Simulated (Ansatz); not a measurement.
# Searching the electronic states of Fe, part 2 of 2

Aim: see which self-consistent states Fe reaches from different starts at one fixed geometry, and which of them is lowest. System: Fe, its deposited structure (space group Im-3m, primitive cell doubled); the cell holds 2 atoms. Source: COD entry 1100108, which need not be the ambient phase.

Ansatz 0.2.0; DFT PBE, PAW, plane waves, scalar-relativistic. Earlier steps stand in the parts before.

### 5 Spin on, no moments given (the program may seed its own), plain SCF

input.yaml reads:

```yaml
crystal:
  lattice:
    - [-1.43401, 1.43401, 1.43401]
    - [1.43401, -1.43401, 1.43401]
    - [2.86802, 2.86802, -2.86802]
  atoms:
    - { symbol: Fe, position: [0.0, 0.0, 0.0] }
    - { symbol: Fe, position: [0.0, 0.0, 0.5] }
hamiltonian:
  xc: pbe
  pseudopotentials: { kind: paw }
basis:
  ecutwfc: 420
kpoints:
  mp_grid: { grid: [11, 11, 6] }
scf:
  occupations: { method: gaussian, width: 0.1 }
  lower_state_search: "off"
output:
  forces: true
  stress: true
magnetization:
  spin_polarized: true
```

Log, shortened:

```text
[... 1 line as in an earlier run ...]
band count auto-derived: 24 (N_el = 32.0; filled up to band 16; 20 by the electrons, moments and atoms)
[... 19 lines as in an earlier run ...]
SCF iter   1: F=—  HF=-8960.119705 eV  |F-HF|=—  |Δ(HF+E_count)|=         —  Δρ=4.67e-2 (↑4.67e-2 ↓4.67e-2)  dr2=1.19e0  dr2_m=0.00e0  M=0.000 μB ∫|m|=0.000 μB  β_m=0.30  ethr=3.10e-3  ⟨swp⟩=4.4  Hψ=17749  notcnv=0  defer=13
[...]
SCF iter  11: F=-8960.956097 eV  HF=-8960.956097 eV  |F-HF|=2.26e-10  |Δ(HF+E_count)|=   3.78e-8  Δρ=4.50e-6 (↑3.55e-6 ↓4.50e-6)  dr2=7.97e-10  dr2_m=2.86e-9  M=4.507 μB ∫|m|=4.754 μB  ethr=1.93e-10  ⟨swp⟩=3.4  Hψ=25035  notcnv=0
[...]
SCF converged after 11 iterations
Magnetization: 4.5068 μB (18.2534 up, 13.7466 down)
Absolute magnetization: 4.7540 μB (∫|ρ↑−ρ↓|, with the PAW one-centre terms)
Spin contamination: 0.0811 ħ² per cell (⟨S²⟩ above its minimum at these occupations)
Per-site moments (μB) at R_I (Å): [(2.304832796763222, 1.0245584986567613), (2.304832796763222, 1.0245584986567613)]
Free energy (F): -8960.956097 eV
[...]
E sigma→0 (E₀):  -8960.951448 eV
Entropy (-TS):   -0.009297 eV (-4.649 meV/atom)
Fermi energy:    17.662421 eV
[... 24 lines left out: energy terms, forces, stress ...]
```

Run time: 8.3 s. Hardware: 2 threads of an Arm CPU, shared host; peak memory 0.43 GiB.

Nothing new: the 11 iterations lead to the state found in step 2 (ferromagnetic).

### 6 Parallel moments scaled by 0.2, plain SCF

Edit input.yaml of step 5 so:

```diff
@@ -6,4 +6,6 @@
   atoms:
-    - { symbol: Fe, position: [0.0, 0.0, 0.0] }
-    - { symbol: Fe, position: [0.0, 0.0, 0.5] }
+    - { symbol: Fe, position: [0.0, 0.0, 0.0], spin: 0.8 }
+    - { symbol: Fe, position: [0.0, 0.0, 0.5], spin: 0.8 }
+magnetization:
+  spin_polarized: true
 hamiltonian:
@@ -21,3 +23 @@
   stress: true
-magnetization:
-  spin_polarized: true
```

Log, shortened:

```text
[... 11 lines as in an earlier run ...]
Bands: 21, of which v1, the nominal top of the filled ones, is band 16 counted from 1 (15 counted from 0)
[... 6 lines as in an earlier run ...]
Starting moments: Σ|m| = 1.6 μB on 2 of 2 sites
[... 2 lines as in an earlier run ...]
SCF iter   1: F=—  HF=-8960.299089 eV  |F-HF|=—  |Δ(HF+E_count)|=         —  Δρ=1.08e-1 (↑3.17e-2 ↓1.08e-1)  dr2=1.01e0  dr2_m=9.94e-1  M=2.538 μB ∫|m|=2.543 μB  β_m=1.00  ethr=3.10e-3  ⟨swp⟩=3.8  Hψ=31028  notcnv=0
[...]
spin-set hold released at iteration 9 (site moments contracting): the magnetisation degrees of freedom join the quasi-Newton model from the next iteration; the mixer history was flushed
[...]
SCF iter  16: F=-8960.956097 eV  HF=-8960.956097 eV  |F-HF|=2.94e-8  |Δ(HF+E_count)|=   5.14e-7  Δρ=1.59e-5 (↑1.53e-5 ↓1.59e-5)  dr2=6.51e-9  dr2_m=4.74e-8  M=4.507 μB ∫|m|=4.754 μB  ethr=3.13e-10  ⟨swp⟩=4.0  Hψ=28684  notcnv=0
[...]
SCF converged after 16 iterations
Magnetization: 4.5066 μB (18.2533 up, 13.7467 down)
Absolute magnetization: 4.7537 μB (∫|ρ↑−ρ↓|, with the PAW one-centre terms)
Spin contamination: 0.0811 ħ² per cell (⟨S²⟩ above its minimum at these occupations)
Per-site moments (μB) at R_I (Å): [(2.3047344917919195, 1.0245584986567613), (2.3047344917919195, 1.0245584986567613)]
Free energy (F): -8960.956097 eV
[...]
E sigma→0 (E₀):  -8960.951449 eV
Entropy (-TS):   -0.009297 eV (-4.648 meV/atom)
Fermi energy:    17.662429 eV
[... 24 lines left out: energy terms, forces, stress ...]
```

Run time: 10 s. Hardware: 2 threads of an Arm CPU, shared host; peak memory 0.4 GiB.

The run ends in the same state as step 2 (ferromagnetic); it took 16 iterations.

### 7 Moments ++ scaled by 0.5, plain SCF

Edit input.yaml of step 6 so:

```diff
@@ -6,4 +6,4 @@
   atoms:
-    - { symbol: Fe, position: [0.0, 0.0, 0.0], spin: 0.8 }
-    - { symbol: Fe, position: [0.0, 0.0, 0.5], spin: 0.8 }
+    - { symbol: Fe, position: [0.0, 0.0, 0.0], spin: 2.0 }
+    - { symbol: Fe, position: [0.0, 0.0, 0.5], spin: 2.0 }
 magnetization:
```

Log, shortened:

```text
[... 11 lines as in an earlier run ...]
Bands: 22, of which v1, the nominal top of the filled ones, is band 16 counted from 1 (15 counted from 0)
[... 6 lines as in an earlier run ...]
Starting moments: Σ|m| = 4 μB on 2 of 2 sites
[... 2 lines as in an earlier run ...]
[...]
SCF iter   1: F=—  HF=-8960.725658 eV  |F-HF|=—  |Δ(HF+E_count)|=         —  Δρ=7.39e-2 (↑1.50e-2 ↓7.39e-2)  dr2=7.28e-1  dr2_m=3.40e-1  M=4.195 μB ∫|m|=4.214 μB  β_m=1.00  ethr=2.27e-3  ⟨swp⟩=1.0  Hψ=44583  notcnv=0
[...]
spin-set hold released at iteration 5 (site moments contracting): the magnetisation degrees of freedom join the quasi-Newton model from the next iteration; the mixer history was flushed
[...]
SCF iter  12: F=-8960.956097 eV  HF=-8960.956097 eV  |F-HF|=6.71e-9  |Δ(HF+E_count)|=   2.21e-7  Δρ=5.78e-6 (↑5.68e-6 ↓5.78e-6)  dr2=1.15e-9  dr2_m=6.04e-9  M=4.507 μB ∫|m|=4.754 μB  ethr=3.13e-10  ⟨swp⟩=4.0  Hψ=28125  notcnv=0
[...]
SCF converged after 12 iterations
Magnetization: 4.5067 μB (18.2533 up, 13.7467 down)
Absolute magnetization: 4.7539 μB (∫|ρ↑−ρ↓|, with the PAW one-centre terms)
Spin contamination: 0.0811 ħ² per cell (⟨S²⟩ above its minimum at these occupations)
Per-site moments (μB) at R_I (Å): [(2.304791898748519, 1.0245584986567613), (2.304791898748519, 1.0245584986567613)]
Free energy (F): -8960.956097 eV
[...]
E sigma→0 (E₀):  -8960.951448 eV
Entropy (-TS):   -0.009297 eV (-4.649 meV/atom)
Fermi energy:    17.662430 eV
[... 24 lines left out: energy terms, forces, stress ...]
```

It took 9.2 s on 2 threads of an Arm CPU, shared host; peak memory 0.41 GiB.

Nothing new: the 12 iterations lead to the state found in step 2 (ferromagnetic).

### 8 A moment on one site alone, plain SCF

Edit input.yaml of step 7 so:

```diff
@@ -6,4 +6,4 @@
   atoms:
-    - { symbol: Fe, position: [0.0, 0.0, 0.0], spin: 2.0 }
-    - { symbol: Fe, position: [0.0, 0.0, 0.5], spin: 2.0 }
+    - { symbol: Fe, position: [0.0, 0.0, 0.0], spin: 4.0 }
+    - { symbol: Fe, position: [0.0, 0.0, 0.5] }
 magnetization:
```

Log, shortened:

```text
[... 18 lines as in an earlier run ...]
Starting moments: Σ|m| = 4 μB on 1 of 2 sites
[... 2 lines as in an earlier run ...]
SCF iter   1: F=—  HF=-8960.375529 eV  |F-HF|=—  |Δ(HF+E_count)|=         —  Δρ=9.46e-2 (↑9.46e-2 ↓4.14e-2)  dr2=2.28e0  dr2_m=6.75e-1  M=3.444 μB ∫|m|=3.520 μB  β_m=0.30  ethr=3.10e-3  ⟨swp⟩=3.9  Hψ=32338  notcnv=0
[...]
spin-set hold released at iteration 6 (the charge has settled, or the pull on large starting moments outlasts its swing): the magnetisation degrees of freedom join the quasi-Newton model from the next iteration; the mixer history was flushed
[...]
SCF iter  22: F=-8960.956097 eV  HF=-8960.956097 eV  |F-HF|=1.45e-9  |Δ(HF+E_count)|=   1.34e-9  Δρ=1.83e-6 (↑1.83e-6 ↓1.42e-6)  dr2=1.58e-9  dr2_m=1.28e-10  M=4.507 μB ∫|m|=4.754 μB  ethr=9.32e-11  ⟨swp⟩=2.0  Hψ=25667  notcnv=0
[...]
SCF converged after 22 iterations
an eigenvalue changed by more than its tolerance at an iteration that met the thresholds in force, so the SCF went on 1 time: the last check found none over its tolerance
Magnetization: 4.5067 μB (18.2534 up, 13.7466 down)
Absolute magnetization: 4.7539 μB (∫|ρ↑−ρ↓|, with the PAW one-centre terms)
Spin contamination: 0.0811 ħ² per cell (⟨S²⟩ above its minimum at these occupations)
Per-site moments (μB) at R_I (Å): [(2.3048202596319314, 1.0245584986567613), (2.304819417448057, 1.0245584986567613)]
Free energy (F): -8960.956097 eV
[...]
E sigma→0 (E₀):  -8960.951448 eV
Entropy (-TS):   -0.009297 eV (-4.649 meV/atom)
Fermi energy:    17.662445 eV
[... 24 lines left out: energy terms, forces, stress ...]
```

Run time: 14 s. Hardware: 2 threads of an Arm CPU, shared host; peak memory 0.42 GiB.

Nothing new: the 22 iterations lead to the state found in step 2 (ferromagnetic).

### 9 Parallel moments, Broyden mixing, no switch to direct minimisation

Edit input.yaml of step 8 so:

```diff
@@ -7,3 +7,3 @@
     - { symbol: Fe, position: [0.0, 0.0, 0.0], spin: 4.0 }
-    - { symbol: Fe, position: [0.0, 0.0, 0.5] }
+    - { symbol: Fe, position: [0.0, 0.0, 0.5], spin: 4.0 }
 magnetization:
@@ -20,2 +20,4 @@
   lower_state_search: "off"
+  algorithm: density_mixing
+  mixing: { algorithm: broyden, beta: 0.3 }
 output:
```

Log, shortened:

```text
[... 18 lines as in an earlier run ...]
Starting moments: Σ|m| = 8 μB on 2 of 2 sites
[... 3 lines as in an earlier run ...]
SCF iter   1: F=—  HF=-8960.323912 eV  |F-HF|=—  |Δ(HF+E_count)|=         —  Δρ=1.18e-1 (↑1.18e-1 ↓7.56e-2)  dr2=4.38e-1  dr2_m=1.95e0  M=5.487 μB ∫|m|=5.634 μB  β_m=0.95  ethr=1.37e-3  ⟨swp⟩=1.0  Hψ=48091  notcnv=0
[...]
[... 1 line as in an earlier run ...]
[...]
SCF iter  16: F=-8960.956097 eV  HF=-8960.956097 eV  |F-HF|=1.13e-8  |Δ(HF+E_count)|=   1.18e-7  Δρ=1.84e-6 (↑1.84e-6 ↓1.57e-6)  dr2=1.38e-10  dr2_m=5.38e-10  M=4.507 μB ∫|m|=4.754 μB  ethr=7.51e-12  ⟨swp⟩=3.0  Hψ=24532  notcnv=0
[...]
this state was not tested for a lower state beside it, because the mixer in use, unlike msr1, does not test its closes by its own steps (another_mixer; see scf.mixing.algorithm and scf.lower_state_search)
SCF converged after 16 iterations
Magnetization: 4.5067 μB (18.2533 up, 13.7467 down)
Absolute magnetization: 4.7538 μB (∫|ρ↑−ρ↓|, with the PAW one-centre terms)
Spin contamination: 0.0811 ħ² per cell (⟨S²⟩ above its minimum at these occupations)
Per-site moments (μB) at R_I (Å): [(2.304786160448342, 1.0245584986567613), (2.304786160448342, 1.0245584986567613)]
Free energy (F): -8960.956097 eV
[...]
E sigma→0 (E₀):  -8960.951449 eV
Entropy (-TS):   -0.009297 eV (-4.648 meV/atom)
Fermi energy:    17.662446 eV
[... 24 lines left out: energy terms, forces, stress ...]
```

Run time: 11 s. Hardware: 2 threads of an Arm CPU, shared host; peak memory 0.42 GiB.

Nothing new: the 16 iterations lead to the state found in step 2 (ferromagnetic).

### 10 Comparing the starts

```
step  iterations  state  moments of Fe1 Fe2 (μB)  total (μB)  gap (eV)  pressure (GPa)  above lowest (meV/atom)
   2          10      1                2.30 2.30        4.51      none            -6.3                      0.0
   3          11      2               2.03 -2.03        0.00      none            -8.3                      218
   4           6      3                0.00 0.00        0.00      none           -24.1                      567
   5          11      1                2.30 2.30        4.51      none            -6.3                      0.0
   6          16      1                2.30 2.30        4.51      none            -6.3                      0.0
   7          12      1                2.30 2.30        4.51      none            -6.3                      0.0
   8          22      1                2.30 2.30        4.51      none            -6.3                      0.0
   9          16      1                2.30 2.30        4.51      none            -6.3                      0.0
```

States are numbered from the lowest. Starts by step: 2 parallel moments, plain SCF; 3 opposed moments +-, plain SCF; 4 no spin polarisation; 5 spin on, no moments given (the program may seed its own), plain SCF; 6 parallel moments scaled by 0.2, plain SCF; 7 moments ++ scaled by 0.5, plain SCF; 8 a moment on one site alone, plain SCF; 9 parallel moments, Broyden mixing, no switch to direct minimisation.

The 8 runs of this session took 69 s in all, from 3.1 s to 14 s each.

Decimal logarithm of the largest residual (eV) by iteration, counted through all cycles of a run (7 of the 8 runs):

```
iteration  step 2  step 3  step 4  step 5  step 6  step 7  step 8
        1     0.3     0.4    -3.2     0.1     0.0    -0.1     0.4
        2     0.1     0.2    -3.8     1.3    -0.4    -0.9     0.4
        3     0.0     0.1    -4.5    -1.3    -0.8    -1.8     0.7
        4    -2.1    -1.6    -6.0    -1.5    -1.3    -2.6     0.1
        5    -2.4    -2.6    -6.6    -1.3    -1.7    -2.7     0.1
        7    -4.2    -4.1       -    -4.6    -1.7    -2.2    -0.2
        9    -6.6    -5.7       -    -5.5    -2.0    -3.3    -0.3
       11       -    -8.0       -    -8.5    -0.8    -6.5    -0.6
       12       -       -       -       -    -2.4    -8.2    -1.4
       14       -       -       -       -    -5.0       -    -1.8
       16       -       -       -       -    -7.3       -    -3.5
       18       -       -       -       -       -       -    -4.8
       20       -       -       -       -       -       -    -6.1
       22       -       -       -       -       -       -    -8.8
```

### 11 What came out

This closing draws on all 2 parts.

| quantity | value |
| --- | --- |
| distinct states | 3 from 8 converged runs |
| lowest state from plain starts | ferromagnetic |
| its moments | Fe1 2.30, Fe2 2.30 μB |
| total moment | 4.51 μB per cell |
| gap on the k-mesh | none |
| pressure | -6.3 GPa |
| largest force | 0.000 eV/Å |
| next state | antiferromagnetic, 218 meV/atom higher |
| highest state | non-magnetic (no spin polarisation), 567 meV/atom higher |

In words: The 8 converged runs end in 3 distinct states. Switching spin polarisation off costs 567 meV/atom in free energy, smearing entropy included. The best antiferromagnetic state lies 218 meV/atom above the best ferromagnetic one. These are lowest states among those tried, not proven ground states. The mesh has less symmetry than the lattice, which lowers the symmetry of the run.
